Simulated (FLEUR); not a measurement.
# Sb (Fm-3m) in FLEUR: further runs

Runs on Sb. Level: PBEsol. Tasks: band structure.

Everything below comes from runs of FLEUR MaX-R8.1 (later development tree). Logs are shortened: lines on timing, memory, paths and dates and some standing lists are left out, and cuts for length are marked.

**1. The structure**

Symmetry: Fm-3m, No. 225, cubic system. The conventional cell has a = 4.742 Å, b = 4.742 Å, c = 4.742 Å, α = 90.00°, β = 90.00°, γ = 90.00°. Sb (site symmetry m-3m) is surrounded by 12 Sb at 3.35 Å.

This isn't the form of Sb at room conditions, which is rhombohedral.

**2. Band structure, PBEsol**

File inp.xml:

```xml
<?xml version="1.0" encoding="UTF-8" standalone="no"?>
<fleurInput fleurInputVersion="0.39">
   <comment>
      Sb                                                                                                  
   </comment>
   <calculationSetup>
      <cutoffs Kmax="4.1" Gmax="12.7" GmaxXC="12.7" numbands="0"/>
      <scfLoop itmax="60" minDistance="0.00001" maxIterBroyd="15" imix="Anderson" alpha="0.05" precondParam="0.0" spinf="2.0" sdNocoIR="T"/>
      <coreElectrons ctail="T" frcor="F" kcrel="0" coretail_lmax="0"/>
      <xcFunctional name="PBEs" relativisticCorrections="F"/>
      <magnetism jspins="1"/>
      <soc l_soc="F" theta="0.0" phi="0.0" spav="F"/>
      <expertModes spex="0" secvar="F"/>
      <geometryOptimization l_f="F" forcealpha="1.0" forcemix="BFGS" epsdisp="0.00001" epsforce="0.00001"/>
      <ldaU l_linMix="F" mixParam="0.05" spinf="1.0"/>
   </calculationSetup>
   <cell>
      <bzIntegration valenceElectrons="21.0" mode="hist" fermiSmearingEnergy="0.00183747">
         <kPointListSelection listName="default-1"/>
         <!-- k-points included here -->
         <xi:include xmlns:xi="http://www.w3.org/2001/XInclude" href="kpts.xml"> </xi:include>
      </bzIntegration>
      <!-- symmetry operations included here -->
      <xi:include xmlns:xi="http://www.w3.org/2001/XInclude" href="sym.xml"> </xi:include>
      <bulkLattice scale="1.0">
         <bravaisMatrix>
            <row-1>    0.0000000000000000     4.4809989408298998     4.4809989408298998</row-1>
            <row-2>    4.4809989408298998     0.0000000000000000     4.4809989408298998</row-2>
            <row-3>    4.4809989408298998     4.4809989408298998     0.0000000000000000</row-3>
         </bravaisMatrix>
      </bulkLattice>
   </cell>
   <atomSpecies>
      <species name="Antimony (Sb)" element="Sb" atomicNumber="51">
         <mtSphere radius="2.66" gridPoints="879" logIncrement="0.015"/>
         <atomicCutoffs lmax="10" lnonsphr="10"/>
         <electronConfig flipSpins="F">
            <coreConfig>(1s1/2) (2s1/2) (2p1/2) (2p3/2) (3s1/2) (3p1/2) (3p3/2) (4s1/2) (3d3/2) (3d5/2)</coreConfig>
            <valenceConfig>(4p1/2) (4p3/2) (5s1/2) (4d3/2) (4d5/2) (5p1/2) (5p3/2)</valenceConfig>
            <stateOccupation state="(5p1/2)" spinUp="0.500000" spinDown="0.500000"/>
            <stateOccupation state="(5p3/2)" spinUp="1.000000" spinDown="1.000000"/>
         </electronConfig>
         <energyParameters s="5" p="5" d="5" f="4"/>
         <lo type="SCLO" l="1" n="4" eDeriv="0"/>
         <lo type="SCLO" l="1" n="4" eDeriv="1"/>
         <lo type="SCLO" l="2" n="4" eDeriv="0"/>
         <lo type="SCLO" l="2" n="4" eDeriv="1"/>
         <lo type="SCLO" l="0" n="5" eDeriv="2"/>
         <lo type="SCLO" l="3" n="4" eDeriv="2"/>
      </species>
   </atomSpecies>
   <atomGroups>
      <atomGroup species="Antimony (Sb)">
         <relPos label="                   1">.0000000000 .0000000000 .0000000000</relPos>
         <force calculate="T" relaxXYZ="TTT"/>
      </atomGroup>
   </atomGroups>
   <output dos="F" band="F" slice="F">
      <checks vchk="F" cdinf="F"/>
      <bandDOS minEnergy="-.5*Htr" maxEnergy="0.5*Htr" sigma="0.015" storeEVData="T"/>
      <vacuumDOS vacdos="F" integ="F" star="F" nstars="0" locx1="0.0" locy1="0.0" locx2="0.0" locy2="0.0" nstm="0" tworkf="0.0"/>
      <unfoldingBand unfoldBand="F" supercellX="1" supercellY="1" supercellZ="1"/>
      <plotting iplot="0" polar="F">
         <plot TwoD="T" vec1="  1.0  0.0  0.0" vec2="  0.0  1.0  0.0" vec3="  0.0  0.0  1.0" zero="  0.0  0.0  0.0" file="plot"/>
      </plotting>
      <chargeDensitySlicing numkpt="0" minEigenval="0.0" maxEigenval="0.0" nnne="0" pallst="F"/>
      <specialOutput eonly="F"/>
      <moessbauerParams electricFieldGradient="T" isomerShift="T" coreHyperfine="T" valenceHyperfine="T"/>
      <magneticCircularDichroism mcd="F" energyLo="-10.0" energyUp="0.0"/>
   </output>
  <!-- We include the file relax.xml here to enable relaxations (see documentation) -->
  <xi:include xmlns:xi="http://www.w3.org/2001/XInclude" href="relax.xml"> <xi:fallback/> </xi:include>
</fleurInput>
```

File crystal.txt:

```
Sb
&input cartesian=F /
0.0000000000  2.3712425216  2.3712425216
2.3712425216  0.0000000000  2.3712425216
2.3712425216  2.3712425216  0.0000000000
1.8897261246
1.0 1.0 1.0

1
51 0.0000000000  0.0000000000  0.0000000000

&kpt div1=10 div2=10 div3=10 gamma=T /
```

File inp.xml (bands):

```
<?xml version="1.0" encoding="UTF-8" standalone="no"?>
<fleurInput fleurInputVersion="0.39">
   <comment>
      Sb                                                                                                  
   </comment>
   <calculationSetup>
      <cutoffs Kmax="4.1" Gmax="12.7" GmaxXC="12.7" numbands="0"/>
      <scfLoop itmax="60" minDistance="0.00001" maxIterBroyd="15" imix="Anderson" alpha="0.05" precondParam="0.0" spinf="2.0" sdNocoIR="T"/>
      <coreElectrons ctail="T" frcor="F" kcrel="0" coretail_lmax="0"/>
      <xcFunctional name="PBEs" relativisticCorrections="F"/>
      <magnetism jspins="1"/>
      <soc l_soc="F" theta="0.0" phi="0.0" spav="F"/>
      <expertModes spex="0" secvar="F"/>
      <geometryOptimization l_f="F" forcealpha="1.0" forcemix="BFGS" epsdisp="0.00001" epsforce="0.00001"/>
      <ldaU l_linMix="F" mixParam="0.05" spinf="1.0"/>
   </calculationSetup>
   <cell>
      <bzIntegration valenceElectrons="21.0" mode="hist" fermiSmearingEnergy="0.00183747">
         <kPointListSelection listName="path-1"/>
         <!-- k-points included here -->
         <xi:include xmlns:xi="http://www.w3.org/2001/XInclude" href="kpts.xml"> </xi:include>
      </bzIntegration>
      <!-- symmetry operations included here -->
      <xi:include xmlns:xi="http://www.w3.org/2001/XInclude" href="sym.xml"> </xi:include>
      <bulkLattice scale="1.0">
         <bravaisMatrix>
            <row-1>    0.0000000000000000     4.4809989408298998     4.4809989408298998</row-1>
            <row-2>    4.4809989408298998     0.0000000000000000     4.4809989408298998</row-2>
            <row-3>    4.4809989408298998     4.4809989408298998     0.0000000000000000</row-3>
         </bravaisMatrix>
      </bulkLattice>
   </cell>
   <atomSpecies>
      <species name="Antimony (Sb)" element="Sb" atomicNumber="51">
         <mtSphere radius="2.66" gridPoints="879" logIncrement="0.015"/>
         <atomicCutoffs lmax="10" lnonsphr="10"/>
         <electronConfig flipSpins="F">
            <coreConfig>(1s1/2) (2s1/2) (2p1/2) (2p3/2) (3s1/2) (3p1/2) (3p3/2) (4s1/2) (3d3/2) (3d5/2)</coreConfig>
            <valenceConfig>(4p1/2) (4p3/2) (5s1/2) (4d3/2) (4d5/2) (5p1/2) (5p3/2)</valenceConfig>
            <stateOccupation state="(5p1/2)" spinUp="0.500000" spinDown="0.500000"/>
            <stateOccupation state="(5p3/2)" spinUp="1.000000" spinDown="1.000000"/>
         </electronConfig>
         <energyParameters s="5" p="5" d="5" f="4"/>
         <lo type="SCLO" l="1" n="4" eDeriv="0"/>
         <lo type="SCLO" l="1" n="4" eDeriv="1"/>
         <lo type="SCLO" l="2" n="4" eDeriv="0"/>
         <lo type="SCLO" l="2" n="4" eDeriv="1"/>
         <lo type="SCLO" l="0" n="5" eDeriv="2"/>
         <lo type="SCLO" l="3" n="4" eDeriv="2"/>
      </species>
   </atomSpecies>
   <atomGroups>
      <atomGroup species="Antimony (Sb)">
         <relPos label="                   1">.0000000000 .0000000000 .0000000000</relPos>
         <force calculate="T" relaxXYZ="TTT"/>
      </atomGroup>
   </atomGroups>
   <output dos="F" band="T" slice="F">
      <checks vchk="F" cdinf="F"/>
      <bandDOS minEnergy="-.5*Htr" maxEnergy="0.5*Htr" sigma="0.015" storeEVData="T"/>
      <vacuumDOS vacdos="F" integ="F" star="F" nstars="0" locx1="0.0" locy1="0.0" locx2="0.0" locy2="0.0" nstm="0" tworkf="0.0"/>
      <unfoldingBand unfoldBand="F" supercellX="1" supercellY="1" supercellZ="1"/>
      <plotting iplot="0" polar="F">
         <plot TwoD="T" vec1="  1.0  0.0  0.0" vec2="  0.0  1.0  0.0" vec3="  0.0  0.0  1.0" zero="  0.0  0.0  0.0" file="plot"/>
      </plotting>
      <chargeDensitySlicing numkpt="0" minEigenval="0.0" maxEigenval="0.0" nnne="0" pallst="F"/>
      <specialOutput eonly="F"/>
      <moessbauerParams electricFieldGradient="T" isomerShift="T" coreHyperfine="T" valenceHyperfine="T"/>
      <magneticCircularDichroism mcd="F" energyLo="-10.0" energyUp="0.0"/>
   </output>
  <!-- We include the file relax.xml here to enable relaxations (see documentation) -->
  <xi:include xmlns:xi="http://www.w3.org/2001/XInclude" href="relax.xml"> <xi:fallback/> </xi:include>
</fleurInput>
```

Potentials or basis: all-electron, FLAPW.

Run with:

```console
inpgen -f crystal.txt -profile fastHighL
# inp.xml edited to the form shown
fleur_MPI
fleur_MPI   # second run, on inp.xml (bands)
```

The program printed:

```text
Welcome to FLEUR        (www.flapw.de)
      MaX-Release 8.1          (www.max-centre.eu)

 ========== k-point set info ==========
 Selected k-point list: default-1
 k-point list type: mesh
 10 x 10 x 10
 Number of k points: 47

 ------------Calculation Setup---------------------------
 Number of MPI-tasks      :            1
 Number of PE/node        :            1
 Number of OMP-threads    :            1
 Most efficient MPI parallelization for:
           1          47
 Additional eigenvalue parallelization possible
 Number of basis functions:          264
 Approximate size of matrices (H+S) per k-point:         0.001 GB
 --------------------------------------------------------
 Iteration:     1   Distance:       4.73788723 me/bohr^3
 Iteration:     2   Distance:       4.43281056 me/bohr^3
 Iteration:     3   Distance:       1.31175418 me/bohr^3
 Iteration:     4   Distance:       0.12387129 me/bohr^3
 Iteration:     5   Distance:       0.11134926 me/bohr^3
 Iteration:     6   Distance:       0.00873859 me/bohr^3
 Iteration:     7   Distance:       0.00211687 me/bohr^3
 Iteration:     8   Distance:       0.00152868 me/bohr^3
 Iteration:     9   Distance:       0.00005797 me/bohr^3
 Iteration:    10   Distance:       0.00004581 me/bohr^3
 Iteration:    11   Distance:       0.00000233 me/bohr^3

 ********************************************************************
 Run finished successfully
 Stop message:
   all done
 ********************************************************************
```

output (bands):

```text
Welcome to FLEUR        (www.flapw.de)
      MaX-Release 8.1          (www.max-centre.eu)

 ========== k-point set info ==========
 Selected k-point list: path-1
 k-point list type: path
 Number of k points: 60

 ------------Calculation Setup---------------------------
 Number of MPI-tasks      :            1
 Number of PE/node        :            1
 Number of OMP-threads    :            1
 Most efficient MPI parallelization for:
           1           2           3           4           5           6          10          12          15          20          30          60
 Additional eigenvalue parallelization possible
 Number of basis functions:          264
 Approximate size of matrices (H+S) per k-point:         0.001 GB
 --------------------------------------------------------
 Fermi energy correction for metals:
 Fermi energy in bands.* files may not be consistent with last density.
 Please correct it manually (e.g. in band.gnu file).

 Note: Band structure data (together with different weights) is also stored in the banddos.hdf file.
       A convenient way of extracting and plotting the data from that file is by making use of the

 ********************************************************************
 Run finished successfully
 Stop message:
   Charge density postprocessing done.
 ********************************************************************
```

out.xml (last iteration):

```text
<iteration numberForCurrentRun="   11" overallNumber="   11">
         <energyParameters units="Htr">
            <atomicEP atomType="1" spin="1" branch="5s" branchLowest="-4.99" branchHighest="0.52" value="-0.0392018165"/>
            <atomicEP atomType="1" spin="1" branch="5p" branchLowest="-3.26" branchHighest="1.14" value="0.2215186887"/>
            <atomicEP atomType="1" spin="1" branch="5d" branchLowest="-0.74" branchHighest="2.23" value="0.4484491951"/>
            <atomicEP atomType="1" spin="1" branch="4f" branchLowest="-9.99" branchHighest="1.71" value="0.6015417526"/>
            <loAtomicEP atomType="1" spin="1" branch="4p" branchLowest="-27.06" branchHighest="-3.26" value="-3.2703996226"/>
            <loAtomicEP atomType="1" spin="1" branch="4p" branchLowest="-27.06" branchHighest="-3.26" value="-3.2703996226"/>
            <loAtomicEP atomType="1" spin="1" branch="4d" branchLowest="-18.47" branchHighest="-0.74" value="-0.7554946374"/>
            <loAtomicEP atomType="1" spin="1" branch="4d" branchLowest="-18.47" branchHighest="-0.74" value="-0.7554946374"/>
            <loAtomicEP atomType="1" spin="1" branch="5s" branchLowest="-4.99" branchHighest="0.52" value="-0.0392018165"/>
            <loAtomicEP atomType="1" spin="1" branch="4f" branchLowest="-9.99" branchHighest="1.71" value="0.6015426539"/>
         </energyParameters>
         <eigenvalues>
            <eigenvaluesAt spin="1" ikpt="1" k_x="0.00000000" k_y="0.00000000" k_z="0.00000000">
                      -3.2604185608       -3.2604185608       -3.2604185608       -0.7594477500       -0.7594477500
                      -0.7594477500       -0.7579822301       -0.7579822301       -0.1631442949        0.5127891049
                       0.5127891049        0.5127891049        0.6888247709        0.7031776782        0.7031776782
                       0.7031776782        0.7580792669
            </eigenvaluesAt>
            <eigenvaluesAt spin="1" ikpt="2" k_x="0.00000000" k_y="0.00000000" k_z="0.10000000">
                      -3.2604238905       -3.2604195325       -3.2604195325       -0.7594127805       -0.7592942796
                      -0.7592942796       -0.7579720936       -0.7579720936       -0.1558062069        0.4498081723
                       0.5036177503        0.5036177503        0.6486595167        0.7193769135        0.7193769135
                       0.7702080779        0.8012434709
            </eigenvaluesAt>
            <eigenvaluesAt spin="1" ikpt="3" k_x="0.00000000" k_y="0.00000000" k_z="0.20000000">
[... 31 lines left out ...]
            <state n="3" l="2" j="1.5" energy="-18.6819156821" weight="2.0000000000"/>
            <state n="3" l="2" j="2.5" energy="-18.3271412722" weight="3.0000000000"/>
         </coreStates>
         <allElectronCharges>
            <spinDependentCharge spin="1" total="51.0000000" interstitial="1.9740350" mtSpheres="49.0259650"/>
            <totalCharge value="50.9999999967"/>
         </allElectronCharges>
         <moessbauerParams unitsHFF="kG" unitsIS="e/bohr^3" unitsEFG="Htr/bohr^2">
            <coreIsomerShift atomType="1" isTotal="212345.44060">
               <shell n="1" l="0" isomerShift="184705.68455"/>
               <shell n="2" l="0" isomerShift="21815.97859"/>
               <shell n="2" l="1" isomerShift="549.68733"/>
               <shell n="3" l="0" isomerShift="4273.88634"/>
               <shell n="3" l="1" isomerShift="116.57296"/>
               <shell n="4" l="0" isomerShift="883.63080"/>
               <shell n="3" l="2" isomerShift="0.00002"/>
            </coreIsomerShift>
            <isomerShift atomType="1" nucleusRadius="0.0001171" averageDensity="212447.36962"/>
            <electricFieldGradient atomType="1" VXX="0.00000" VYY="0.00000" VZZ="0.00000" asymParam="0.00000">
            </electricFieldGradient>
         </moessbauerParams>
         <totalEnergy                                    value="    -6480.7640863836" units="Htr">
            <sumOfEigenvalues                            value="    -3921.0394061993">
               <coreElectrons value="-3894.4880648063"/>
               <valenceElectrons value="-26.5513413930"/>
            </sumOfEigenvalues>
            <densityCoulombPotentialIntegral value="-10537.2589640155"/>
            <densityEffectivePotentialIntegral value="-10758.0061291787"/>
            <chargeDenXCDenIntegral value="-167.8851933959"/>
            <FockExchangeEnergyValence value="0.0000000000"/>
            <FockExchangeEnergyCore value="0.0000000000"/>
            <atomTypeDependentContributions atomType="1">
               <electronNucleiInteractionDifferentMTs value="7855.1302149484"/>
               <MadelungTerm value="-26.0859190109"/>
            </atomTypeDependentContributions>
            <tkbTimesEntropy value="0.0002440446"/>
            <freeEnergy value="-6480.7643304281"/>
            <extrapolationTo0K value="-6480.7642084058"/>
         </totalEnergy>
         <densityConvergence units="me/bohr^3">
            <chargeDensity spin="1" distance="0.0000023322"/>
         </densityConvergence>
      </iteration>
```

Run time: 19 s. Hardware: 1 thread of Arm Neoverse V1, shared host; peak memory 0.07 GiB.

What came out:

| Quantity | Value |
| --- | --- |
| Free energy | -176350.5814 eV |
| Band gap along the path | none (metal or under the smearing width) |
| Valence electrons inside the program's atomic spheres | Sb 19.03 (radii Sb 2.66 bohr) |

Levels at the corners of the path, in eV from the Fermi level:
| point | band 7 | band 8 | band 9 | band 10 | band 11 | band 12 | band 13 | band 14 |
| --- | --- | --- | --- | --- | --- | --- | --- | --- |
| Γ | -29.17 | -29.17 | -12.98 | 5.41 | 5.41 | 5.41 | 10.20 | 10.59 |
| X | -29.12 | -29.12 | -7.53 | -4.94 | 0.41 | 0.41 | 4.20 | 4.71 |
| W | -29.15 | -29.12 | -7.29 | -3.16 | -3.16 | -1.50 | 9.47 | 11.15 |
| K | -29.14 | -29.13 | -7.55 | -4.03 | -3.00 | 1.25 | 5.14 | 10.16 |
| Γ | -29.17 | -29.17 | -12.98 | 5.41 | 5.41 | 5.41 | 10.20 | 10.59 |
| L | -29.13 | -29.13 | -9.17 | -5.85 | 3.70 | 3.70 | 8.47 | 9.55 |
| U | -29.14 | -29.13 | -7.55 | -4.03 | -3.00 | 1.25 | 5.14 | 10.16 |
| W | -29.15 | -29.12 | -7.29 | -3.16 | -3.16 | -1.50 | 9.47 | 11.15 |
| L | -29.13 | -29.13 | -9.17 | -5.85 | 3.70 | 3.70 | 8.47 | 9.55 |
| K | -29.14 | -29.13 | -7.55 | -4.03 | -3.00 | 1.25 | 5.14 | 10.16 |
| U | -29.14 | -29.13 | -7.55 | -4.03 | -3.00 | 1.25 | 5.14 | 10.16 |
| X | -29.12 | -29.12 | -7.53 | -4.94 | 0.41 | 0.41 | 4.20 | 4.71 |

Core levels (eV from the Fermi level):
```csv
atom,levels
1 Sb,"1s1/2 -30265.9, 2s1/2 -4601.0, 2p1/2 -4304.7, 2p3/2 -4053.1, 3s1/2 -898.5, 3p1/2 -777.4, 3p3/2 -730.9, 4s1/2 -144.3, 3d3/2 -516.9, 3d5/2 -507.3"
```

Caveat: spin-orbit coupling is left out, which moves the levels of the heavy elements.

(Continued in part 2 of 2.)
